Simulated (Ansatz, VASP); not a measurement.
BeTe in VASP and in Ansatz

INCAR

```
SYSTEM = BeTe
PREC = Accurate ; ENCUT = 520
EDIFF = 1E-7 ; ISMEAR = -1
SIGMA = 0.02 ; LREAL = .FALSE.
LASPH = .TRUE. ; NELM = 60
ALGO = Normal ; ISIF = 2
LWAVE = .FALSE. ; LCHARG = .FALSE.
GGA = PE ; NBANDS = 11
```

The input KPOINTS:

```
Automatic mesh
0
G
  8 8 8
  0 0 0
```

The input POSCAR:

```
BeTe
1.0
    0.0000000000      2.8286236274      2.8286236274
    2.8569098637      0.0000000000      2.8286236274
    2.8569098637      2.8286236274      0.0000000000
Be Te
1 1
Direct
    0.0000000000      0.0000000000      0.0000000000
    0.2500000000      0.2500000000      0.2500000000
```

Input for Ansatz:

```yaml
crystal:
  lattice:
    - [0.0, 2.8286236274, 2.8286236274]
    - [2.8569098637, 0.0, 2.8286236274]
    - [2.8569098637, 2.8286236274, 0.0]
  atoms:
    - { symbol: Be, position: [0.0, 0.0, 0.0] }
    - { symbol: Te, position: [0.25, 0.25, 0.25] }
kpoints:
  mp_grid: { grid: [8, 8, 8] }
  band_path:
    path:
      - [0.0, 0.0, 0.0]
      - [-0.5, -0.5, 0.0]
      - [-0.375, -0.375, 0.25]
      - [-0.375, 0.0, 0.375]
      - [0.0, 0.0, 0.5]
      - [-0.5, -0.25, 0.25]
    npoints: 1
hamiltonian:
  xc: pbe
scf:
  occupations: { method: fermi_dirac, width: 0.02 }
  n_extra_bands: 4
output:
  forces: true
  stress: true
  eigenvalues: true
```

Change from the starting cell: uniaxial_x strain +1.0%.

Alike in both runs: task single point; functional PBE; k mesh 8 × 8 × 8; occupations fermi-dirac, width 0.02 eV; no spin polarisation.

```csv
,VASP,Ansatz
version,VASP 6.6.1,Ansatz 0.2.0
potentials or method,"VASP PAW PBE potentials, release 64 (Be, Te)","plane waves, PAW"
plane-wave cutoff (eV),520,420
valence electrons in the cell,8,18
```

Ansatz gave:

```
gap on the k mesh at the Fermi level (eV)       : 2.00
pressure (GPa)                                  : -0.4
largest component of the traceless stress (GPa) : 0.40
```

Problem. What did VASP give for the same quantities?

Solution. gap on the k mesh at the Fermi level (eV): 1.99; pressure (GPa): -0.2; largest component of the traceless stress (GPa): 0.40.

The two sets of potentials don't hold the same shells in valence.

Caveats: spin-orbit coupling is left out, which moves the levels of the heavy elements. A k mesh can miss the band edges.
